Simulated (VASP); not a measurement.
TaN: single point with PBEsol

The system is TaN.

```xyz
2
Lattice="0.0000 2.1790 2.1790 2.1790 0.0000 2.1790 2.1790 2.1790 0.0000" Properties=species:S:1:pos:R:3 pbc="T T T"
Ta    2.1790    2.1790    2.1790
N     0.0000    0.0000    0.0000
```

* Program: VASP 6.6.1
* Task: single point
* Functional: PBEsol
* Potentials or basis: VASP PAW PBE potentials, release 64 (Ta_pv, N)
* Cutoff: 520 eV
* k mesh: 7 × 7 × 7
* Occupations: gaussian, width 0.05 eV
* Spin: collinear spin, ferromagnetic start
* Starting moments: [0.5, 0.0] μB

```yaml
Pressure: 5.4 GPa
Band_gap_on_the_k_mesh: none (metal or under the smearing width)
Net_moment: 0.00 μB per cell
Valence_electrons_inside_the_program's_atomic_spheres: Ta 9.01; N 3.78
```

Levels at points of the mesh, in eV from the Fermi level:
Spin up:
```csv
k point,band 4,band 5,band 6,band 7,band 8,band 9,band 10,band 11,band 12
"(0.00, 0.00, 0.00)",-18.99,-3.82,-3.82,-3.82,-2.21,-2.21,-2.21,0.02,1.81
```
Spin down:
| k point | band 4 | band 5 | band 6 | band 7 | band 8 | band 9 | band 10 | band 11 | band 12 |
| --- | --- | --- | --- | --- | --- | --- | --- | --- | --- |
| (0.00, 0.00, 0.00) | -18.99 | -3.82 | -3.82 | -3.82 | -2.21 | -2.21 | -2.21 | 0.02 | 1.81 |

Run time: 13 s on 1 thread of Intel(R) Xeon(R) Platinum 8259CL CPU @ 2.50GHz (Skylake/Cascade Lake) (shared host), peak memory 0.15 GiB.

Caveat: the PAW data sets were made with another functional, which shifts forces and pressure a little. Spin-orbit coupling is left out, which matters for the levels of Ta.
